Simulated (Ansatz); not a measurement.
# TaS2 (P-3m1) in Ansatz: phonons with PBEsol

Aim: the phonons of TaS2 with PBEsol.

Everything below comes from runs of Ansatz 0.2.0. Logs are shortened: lines on timing, memory, paths and dates and some standing lists are left out, and cuts for length are marked.

## Step 1: Starting point

It takes space group P-3m1 (No. 164, trigonal). The conventional cell has a = 3.350 Å, b = 3.350 Å, c = 5.860 Å, α = 90.00°, β = 90.00°, γ = 120.00°. Around Ta (site symmetry -3m) lie 6 S at 2.43 Å. S (site symmetry 3m) has 3 Ta at 2.43 Å as nearest neighbours.

## Step 2: Phonons, PBEsol

input.yaml reads:

```yaml
crystal:
  lattice:
    - [3.35, 0.0, 0.0]
    - [-1.675, 2.9011851027, 0.0]
    - [0.0, 0.0, 5.86]
  atoms:
    - { symbol: Ta, position: [0.0, 0.0, 0.0] }
    - { symbol: S, position: [0.6666666667, 0.3333333333, 0.75] }
    - { symbol: S, position: [0.3333333333, 0.6666666667, 0.25] }
kpoints:
  mp_grid: { grid: [7, 7, 4] }
scf:
  occupations: { method: fermi_dirac, width: 0.05 }
hamiltonian:
  xc: pbesol
  pseudopotentials: { kind: all_electron, lapw: { basis_error: 0.002 } }
output: {}
phonons:
  method: fd
  supercell: [1, 1, 1]
```

Potentials or basis: all-electron LAPW, scalar-relativistic.

Started as:

```sh
> ansatz run input.yaml --threads 2 --pin off --max-ram 6144MiB --backend cpu --events-out ev --progress --plain --runs-dir out
```

Output:

```text
Warning: RAYON_NUM_THREADS=2 ignored (pool sized by the plan → 2); use --threads N
LAPW: plane waves up to 8.577 Å⁻¹, error target 2.0e-3 eV per atom; small_component_spin mean_spin; S in spheres of 1.001 Å, 14 of its electrons in bands, Dirac shells []; Ta in spheres of 1.352 Å, 43 of its electrons in bands, Dirac shells [] (how accurate: hamiltonian.pseudopotentials.lapw.basis_error, Limitations)
Engine: ansatz 0.2.0, x86_64-unknown-linux-gnu
Pseudopotentials: kind: all_electron
Pseudopotential: Ta, LAPW, valence charge 43, lapw/all_electron/scalar/gaussian/Ta, Koelling and Harmon's equation, gaussian nucleus
Pseudopotential: S, LAPW, valence charge 14, lapw/all_electron/scalar/gaussian/S, Koelling and Harmon's equation, gaussian nucleus
Functional definition: PBEsol
  exchange = pbesol_x
  correlation = pbesol_c
Crystal: 3 atoms, lattice volume = 56.953 Å³
Basis set: ecut = 280.30112459128367 eV, 597 PW (Γ), exchange–correlation at level 2
Bands: 43, of which v1, the nominal top of the filled ones, is band 36 counted from 1 (35 counted from 0)
Symmetry: 12 space group operations
k-points: 28 of 196
Non-local potential: Ta, projectors of the file, none
Non-local potential: S, projectors of the file, none
Initial density: superposition of atomic densities (chi_scale 0.1, normalization cell, long waves kept (reshape's long-wave potential 0.18 eV rms))
Initial wavefunctions: plane waves of lowest kinetic energy (no species holds an atomic orbital)
Functional: x = pbesol(κ = 0.804, μ = 0.12345679012345678), c = pbesol(β = 0.046)
iter 1 solved again at ethr=1.84e-3 eV; its pass at ethr=1.00e-1 eV (dr2=1.31e0 eV) is discarded
SCF iter   1: F=—  HF=-446138.161417 eV  |F-HF|=—  |Δ(HF+E_count)|=         —  Δρ=4.35e-2  dr2=1.31e0  ethr=1.84e-3  ⟨swp⟩=2.0  Hψ=7838  notcnv=0
preconditioner: auto → LDOS  [metal: Δε(μ)=0.058 eV  Ē_g=16.905 eV  σ=0.050 eV  W_gap=0.28  n_scr=22 (ndim 8)  ℏωp=27.4 eV  f_vac=0.130  D(μ)=2.21/eV (n_scr^D=22)  β→1.0]
SCF iter   2: F=—  HF=-446137.770310 eV  |F-HF|=—  |Δ(HF+E_count)|=   3.91e-1  Δρ=2.15e-2  dr2=3.30e-1  ethr=1.84e-3  ⟨swp⟩=3.0  Hψ=3945  notcnv=0
SCF iter   3: F=—  HF=-446137.682159 eV  |F-HF|=—  |Δ(HF+E_count)|=   8.82e-2  Δρ=7.64e-3  dr2=4.98e-2  ethr=4.65e-4  ⟨swp⟩=3.0  Hψ=3922  notcnv=0
SCF iter   4: F=—  HF=-446137.627895 eV  |F-HF|=—  |Δ(HF+E_count)|=   5.43e-2  Δρ=4.62e-3  dr2=1.45e-2  ethr=7.01e-5  ⟨swp⟩=2.0  Hψ=3452  notcnv=0
iter 5 solved again at ethr=1.95e-6 eV; its pass at ethr=2.05e-5 eV (dr2=1.38e-3 eV) is discarded
SCF iter   5: F=—  HF=-446137.618881 eV  |F-HF|=—  |Δ(HF+E_count)|=         —  Δρ=1.37e-3  dr2=1.38e-3  ethr=1.95e-6  ⟨swp⟩=2.0  Hψ=5891  notcnv=0
the basis was enlarged: its passes take 33.5 KiB over the memory plan, 2 of 2 planned eigensolver slots
SCF iter   6: F=—  HF=-446137.618468 eV  |F-HF|=—  |Δ(HF+E_count)|=   4.13e-4  Δρ=3.08e-4  dr2=7.21e-5  ethr=1.95e-6  ⟨swp⟩=2.0  Hψ=3417  notcnv=0
SCF iter   7: F=—  HF=-446137.618451 eV  |F-HF|=—  |Δ(HF+E_count)|=   1.73e-5  Δρ=5.11e-5  dr2=1.99e-6  ethr=1.02e-7  ⟨swp⟩=2.0  Hψ=3417  notcnv=0
SCF iter   8: F=—  HF=-446137.618450 eV  |F-HF|=—  |Δ(HF+E_count)|=   2.72e-7  Δρ=4.95e-6  dr2=1.17e-8  ethr=2.80e-9  ⟨swp⟩=2.0  Hψ=3417  notcnv=0
SCF iter   9: F=-446137.618450 eV  HF=-446137.618450 eV  |F-HF|=5.24e-10  |Δ(HF+E_count)|=   7.51e-9  Δρ=1.13e-6  dr2=5.00e-10  ethr=1.64e-11  ⟨swp⟩=3.0  Hψ=3602  notcnv=0
SCF 1 converged in 9 iterations: F = -446137.618450 eV  dr2 = 5.00e-10
Symmetry: 2 space group operations
k-points: 60 of 196 (time reversal used)
Initial density: handed on by an earlier stage of this run
Initial wavefunctions: plane waves of lowest kinetic energy (no species holds an atomic orbital; no wavefunctions were taken with the density)
iter 1 solved again at ethr=8.24e-7 eV; its pass at ethr=1.00e-1 eV (dr2=5.85e-4 eV) is discarded
SCF iter   1: F=—  HF=-446137.617874 eV  |F-HF|=—  |Δ(HF+E_count)|=         —  Δρ=7.69e-4  dr2=5.73e-4  ethr=8.24e-7  ⟨swp⟩=4.0  Hψ=20277  notcnv=0
preconditioner: auto → LDOS  [metal: Δε(μ)=0.010 eV  Ē_g=17.242 eV  σ=0.050 eV  W_gap=0.05  n_scr=22 (ndim 8)  ℏωp=27.4 eV  f_vac=0.162  D(μ)=2.93/eV (n_scr^D=34)  β→1.0]
SCF iter   2: F=—  HF=-446137.617741 eV  |F-HF|=—  |Δ(HF+E_count)|=   1.33e-4  Δρ=3.83e-4  dr2=7.91e-5  ethr=8.07e-7  ⟨swp⟩=3.0  Hψ=7831  notcnv=0
SCF iter   3: F=—  HF=-446137.617707 eV  |F-HF|=—  |Δ(HF+E_count)|=   3.41e-5  Δρ=8.76e-5  dr2=1.55e-5  ethr=1.11e-7  ⟨swp⟩=3.0  Hψ=7786  notcnv=0
SCF iter   4: F=—  HF=-446137.617703 eV  |F-HF|=—  |Δ(HF+E_count)|=   4.17e-6  Δρ=3.33e-5  dr2=1.57e-6  ethr=2.18e-8  ⟨swp⟩=2.0  Hψ=7317  notcnv=0
iter 5 solved again at ethr=1.66e-10 eV; its pass at ethr=2.21e-9 eV (dr2=1.18e-7 eV) is discarded
SCF iter   5: F=—  HF=-446137.617703 eV  |F-HF|=—  |Δ(HF+E_count)|=   4.66e-7  Δρ=9.00e-6  dr2=1.18e-7  ethr=1.66e-10  ⟨swp⟩=2.0  Hψ=12629  notcnv=0
SCF iter   6: F=—  HF=-446137.617703 eV  |F-HF|=—  |Δ(HF+E_count)|=   2.36e-8  Δρ=2.91e-6  dr2=4.57e-9  ethr=1.66e-10  ⟨swp⟩=2.4  Hψ=7345  notcnv=0
SCF iter   7: F=—  HF=-446137.617703 eV  |F-HF|=—  |Δ(HF+E_count)|=   3.73e-9  Δρ=4.82e-7  dr2=1.03e-10  ethr=1.05e-11 (applied; sched 6.43e-12)  ⟨swp⟩=2.0  Hψ=7317  notcnv=0
SCF iter   8: F=-446137.617703 eV  HF=-446137.617703 eV  |F-HF|=1.75e-10  |Δ(HF+E_count)|=   2.33e-9  Δρ=3.15e-7  dr2=2.95e-11  ethr=1.05e-11 (applied; sched 1.00e-12)  ⟨swp⟩=2.0  Hψ=7317  notcnv=0
SCF 2 converged in 8 iterations: F = -446137.617703 eV  dr2 = 2.95e-11
iter 1 solved again at ethr=5.76e-7 eV; its pass at ethr=1.00e-1 eV (dr2=4.09e-4 eV) is discarded
SCF iter   1: F=—  HF=-446137.623649 eV  |F-HF|=—  |Δ(HF+E_count)|=         —  Δρ=6.22e-4  dr2=3.75e-4  ethr=5.76e-7  ⟨swp⟩=4.2  Hψ=20453  notcnv=0
preconditioner: auto → LDOS  [metal: Δε(μ)=0.005 eV  Ē_g=17.237 eV  σ=0.050 eV  W_gap=0.03  n_scr=22 (ndim 8)  ℏωp=27.4 eV  f_vac=0.161  D(μ)=2.91/eV (n_scr^D=22)  β→1.0]
SCF iter   2: F=—  HF=-446137.623547 eV  |F-HF|=—  |Δ(HF+E_count)|=   1.02e-4  Δρ=3.21e-4  dr2=5.02e-5  ethr=5.29e-7  ⟨swp⟩=3.0  Hψ=7852  notcnv=0
SCF iter   3: F=—  HF=-446137.623527 eV  |F-HF|=—  |Δ(HF+E_count)|=   1.98e-5  Δρ=6.45e-5  dr2=5.21e-6  ethr=7.08e-8  ⟨swp⟩=3.0  Hψ=7840  notcnv=0
SCF iter   4: F=—  HF=-446137.623526 eV  |F-HF|=—  |Δ(HF+E_count)|=   1.09e-6  Δρ=2.37e-5  dr2=5.83e-7  ethr=7.34e-9  ⟨swp⟩=2.0  Hψ=7317  notcnv=0
SCF iter   5: F=—  HF=-446137.623525 eV  |F-HF|=—  |Δ(HF+E_count)|=   3.65e-7  Δρ=8.80e-6  dr2=7.27e-8  ethr=8.21e-10  ⟨swp⟩=2.0  Hψ=7317  notcnv=0
SCF iter   6: F=—  HF=-446137.623525 eV  |F-HF|=—  |Δ(HF+E_count)|=   6.78e-8  Δρ=4.77e-6  dr2=1.93e-8  ethr=1.02e-10  ⟨swp⟩=2.0  Hψ=7317  notcnv=0
SCF iter   7: F=—  HF=-446137.623525 eV  |F-HF|=—  |Δ(HF+E_count)|=   6.69e-9  Δρ=2.19e-6  dr2=2.49e-9  ethr=2.72e-11  ⟨swp⟩=2.0  Hψ=7317  notcnv=0
iter 8 solved again at ethr=1.00e-12 eV; its pass at ethr=3.51e-12 eV (dr2=5.36e-11 eV) is discarded
SCF iter   8: F=-446137.623525 eV  HF=-446137.623525 eV  |F-HF|=3.49e-10  |Δ(HF+E_count)|=  5.24e-10  Δρ=3.40e-7  dr2=5.34e-11  ethr=7.64e-12 (applied; sched 1.00e-12)  ⟨swp⟩=2.0  Hψ=12594  notcnv=0
SCF 3 converged in 8 iterations: F = -446137.623525 eV  dr2 = 5.34e-11
iter 1 solved again at ethr=5.29e-7 eV; its pass at ethr=1.00e-1 eV (dr2=3.75e-4 eV) is discarded
SCF iter   1: F=—  HF=-446137.612568 eV  |F-HF|=—  |Δ(HF+E_count)|=         —  Δρ=6.31e-4  dr2=3.84e-4  ethr=5.29e-7  ⟨swp⟩=4.3  Hψ=20481  notcnv=0
preconditioner: auto → LDOS  [metal: Δε(μ)=0.002 eV  Ē_g=17.248 eV  σ=0.050 eV  W_gap=0.01  n_scr=22 (ndim 8)  ℏωp=27.4 eV  f_vac=0.163  D(μ)=2.93/eV (n_scr^D=34)  β→1.0]
SCF iter   2: F=—  HF=-446137.612464 eV  |F-HF|=—  |Δ(HF+E_count)|=   1.03e-4  Δρ=3.33e-4  dr2=5.53e-5  ethr=5.29e-7  ⟨swp⟩=3.0  Hψ=7854  notcnv=0
iter 3 solved again at ethr=7.54e-9 eV; its pass at ethr=7.80e-8 eV (dr2=5.35e-6 eV) is discarded
SCF iter   3: F=—  HF=-446137.612442 eV  |F-HF|=—  |Δ(HF+E_count)|=   2.24e-5  Δρ=6.54e-5  dr2=5.35e-6  ethr=7.54e-9  ⟨swp⟩=2.0  Hψ=13110  notcnv=0
SCF iter   4: F=—  HF=-446137.612441 eV  |F-HF|=—  |Δ(HF+E_count)|=   1.08e-6  Δρ=2.42e-5  dr2=6.13e-7  ethr=7.54e-9  ⟨swp⟩=2.0  Hψ=7317  notcnv=0
SCF iter   5: F=—  HF=-446137.612441 eV  |F-HF|=—  |Δ(HF+E_count)|=   3.77e-7  Δρ=8.80e-6  dr2=7.33e-8  ethr=8.63e-10  ⟨swp⟩=2.0  Hψ=7317  notcnv=0
SCF iter   6: F=—  HF=-446137.612441 eV  |F-HF|=—  |Δ(HF+E_count)|=   5.61e-8  Δρ=4.80e-6  dr2=1.90e-8  ethr=1.03e-10  ⟨swp⟩=2.0  Hψ=7317  notcnv=0
SCF iter   7: F=—  HF=-446137.612440 eV  |F-HF|=—  |Δ(HF+E_count)|=   8.85e-9  Δρ=2.22e-6  dr2=2.50e-9  ethr=2.68e-11  ⟨swp⟩=2.0  Hψ=7317  notcnv=0
SCF iter   8: F=-446137.612440 eV  HF=-446137.612440 eV  |F-HF|=6.98e-10  |Δ(HF+E_count)|=   1.92e-9  Δρ=3.54e-7  dr2=5.85e-11  ethr=1.05e-11 (applied; sched 3.52e-12)  ⟨swp⟩=2.0  Hψ=7317  notcnv=0
SCF 4 converged in 8 iterations: F = -446137.612440 eV  dr2 = 5.85e-11
SCF converged after 9 iterations
Free energy (F): -446137.618450 eV
Harris-Foulkes:  -446137.618450 eV  (|F-HF|=5.24e-10)
Internal energy: -446137.596374 eV  (E = F + TS)
E sigma→0 (E₀):  -446137.607412 eV
Entropy (-TS):   -0.022076 eV (-7.359 meV/atom)
Fermi energy:    13.138605 eV
--- Per-component energies (eV) ---
  E_band       = -6982.063475
  E_kinetic    = 495541.722115
  E_xc         = -9858.672976
  E_electrostatic = -931820.645514  (all electrons and nuclei)
  E_smearing   = -0.022076  (= −TS)
  E_closure    = 0.000000  (closes the sum)
  E_atoms      = -446115.236460  (free atoms, spherical and without spin; not in F)
  Σ components = -446137.618450   (vs F -446137.618450, Δ=0.00e0)
  Basis errors (estimates in eV, not in F): energy 9.3e-4 per atom: plane waves 8.5e-4 (5.0e-4 summed), levels above the bands 9.7e-76, relativity 5.8e-8, radial functions 8.2e-5, core shells 8.0e-8; eigenvalues (radial functions only) 1.5e-6; not estimated: angular momenta, meshes, grids; target (lapw.basis_error) 2.0e-3; muffin-tin radii S 1.001 Å, Ta 1.352 Å
--- Forces (eV/Å), atoms counted from 1 ---
  atom   1  Ta    -0.00000000     0.00000000     0.00000000
  atom   2  S     -0.00000000     0.00000000    -0.95883279
  atom   3  S      0.00000000     0.00000000     0.95883279
  max |Σ_I F_I| component: 1.16e-18 eV/Å
--- Band table (eV; the first three rows and the last of 28) ---
  k-point 0: bands = ["-382.4929", "-382.4929", "-382.4615", "-204.2793", "-204.2793", "-204.2525", "-204.2456", "-204.2456", "-192.3251", "-192.3251", "-137.3802", "-137.3802", "-137.3801", "-137.3801", "-137.3697", "-137.3697", "-55.5196", "-22.0408", "-21.9991", "-21.9991", "-7.3845", "-7.3511", "-7.3341", "-7.3341", "-7.3234", "-7.3120", "-7.3120", "-2.0125", "0.1046", "6.1122", "8.8705", "8.8705", "11.8157", "12.3679", "12.3679", "13.1405", "13.1405", "13.3735", "17.2220", "17.2220", "18.2201", "18.5613", "21.9664"]
  k-point 1: bands = ["-382.4929", "-382.4929", "-382.4615", "-204.2793", "-204.2793", "-204.2525", "-204.2456", "-204.2456", "-192.3251", "-192.3251", "-137.3802", "-137.3802", "-137.3802", "-137.3802", "-137.3697", "-137.3697", "-55.5196", "-22.0409", "-21.9991", "-21.9991", "-7.3846", "-7.3511", "-7.3341", "-7.3341", "-7.3234", "-7.3120", "-7.3120", "-1.8938", "-0.1378", "6.6352", "8.8847", "8.8847", "10.6404", "12.2969", "12.2969", "13.1257", "13.1257", "14.0332", "17.4278", "17.4278", "18.2701", "19.3097", "22.0930"]
  k-point 2: bands = ["-382.4929", "-382.4929", "-382.4615", "-204.2793", "-204.2793", "-204.2525", "-204.2456", "-204.2456", "-192.3251", "-192.3251", "-137.3802", "-137.3802", "-137.3802", "-137.3802", "-137.3697", "-137.3697", "-55.5196", "-22.0410", "-21.9991", "-21.9991", "-7.3846", "-7.3511", "-7.3341", "-7.3341", "-7.3234", "-7.3120", "-7.3120", "-1.7420", "-0.4032", "7.3847", "8.8992", "8.8992", "9.5447", "12.2287", "12.2287", "13.1105", "13.1105", "14.3592", "17.6486", "17.6486", "18.4887", "20.1311", "22.1702"]
  k-point 27: bands = ["-382.4929", "-382.4929", "-382.4615", "-204.2793", "-204.2793", "-204.2525", "-204.2456", "-204.2456", "-192.3251", "-192.3251", "-137.3802", "-137.3802", "-137.3802", "-137.3802", "-137.3697", "-137.3697", "-55.5051", "-22.2447", "-22.1651", "-21.9746", "-7.3712", "-7.3618", "-7.3352", "-7.3305", "-7.3188", "-7.3165", "-7.3127", "0.0428", "0.2574", "7.0972", "7.4663", "8.3419", "9.0784", "9.6530", "9.8891", "14.0069", "14.2124", "15.4429", "17.3273", "18.8034", "20.4582", "20.5692", "21.2728"]
--- Phonons: 3 displaced members + reference (amplitude 0.01 Å, Σ member SCF iterations 24) ---
  symmetry images taken by strict's conditions (phonons.symmetry_images: auto; settled by no image being taken that strict refuses)
  ASR residual: 1.285e-2 → 0.000e0 eV/Å²; symmetrization residual: 6.509e-3 eV/Å²
  largest component of a force at the reference: 9.6e-1 eV/Å
  ASR residual per site (eV/Å²): 1.29e-2 6.40e-3 6.40e-3
  Γ frequencies (cm⁻¹): 0.00 0.00 0.00 241.29 241.29 272.73 272.73 369.71 375.79
  density of states and harmonic sums: on the 21×21×11 q-mesh, interpolated from the force constants of a 1×1×1 supercell (no non-analytic term)
  largest difference from the sums on the solved wave vectors: F 4.97e-1 eV, S 7.56e-4 and C_V 2.58e-4 eV/K
  zero-point energy: 0.127071 eV/cell   skipped modes (ω ≤ 0): 3   left out of the sums: 6.87e-5 of the cell's modes: C_V's classical limit lies that fraction below 3 k_B per atom; for a crystal, a wire or a layer, F and S can be off by more, and a phonons.interpolated_qmesh denser along its periods is the remedy for the sampling
```

It took 2.7 min on 2 threads of Intel Xeon at 2.50GHz (Skylake/Cascade Lake), shared host; peak memory 0.52 GiB.

Results:

```yaml
Free_energy: -446137.6185 eV
Largest_force: 0.959 eV/Å
Band_gap_on_the_k_mesh: none (metal or under the smearing width)
Highest_phonon_frequency_at_Γ: 376 cm⁻¹
```

Forces in eV/Å, atoms in the order of the input:
```
Ta   0.000  0.000  0.000
S    0.000  0.000 -0.959
S    0.000  0.000  0.959
```

Levels at points of the mesh, in eV from the Fermi level:
| k point | band 32 | band 33 | band 34 | band 35 | band 36 | band 37 | band 38 | band 39 | band 40 | band 41 |
| --- | --- | --- | --- | --- | --- | --- | --- | --- | --- | --- |
| (0.00, 0.00, 0.00) | -4.27 | -1.32 | -0.77 | -0.77 | 0.00 | 0.00 | 0.23 | 4.08 | 4.08 | 5.08 |
| (0.00, 0.00, -0.50) | -4.24 | -3.59 | -0.91 | -0.91 | -0.03 | -0.03 | 1.22 | 4.51 | 4.51 | 5.35 |

Phonon frequencies in cm⁻¹ (negative: imaginary):
| q point | frequencies |
| --- | --- |
| (0.000, 0.000, 0.000) | 0 0 0 241 241 273 273 370 376 |

Caveat: the k mesh is thin for a metal, which can move the energy by tens of meV per atom; a metal's response needs a denser mesh. Spin-orbit coupling is left out, which matters for the levels of Ta.
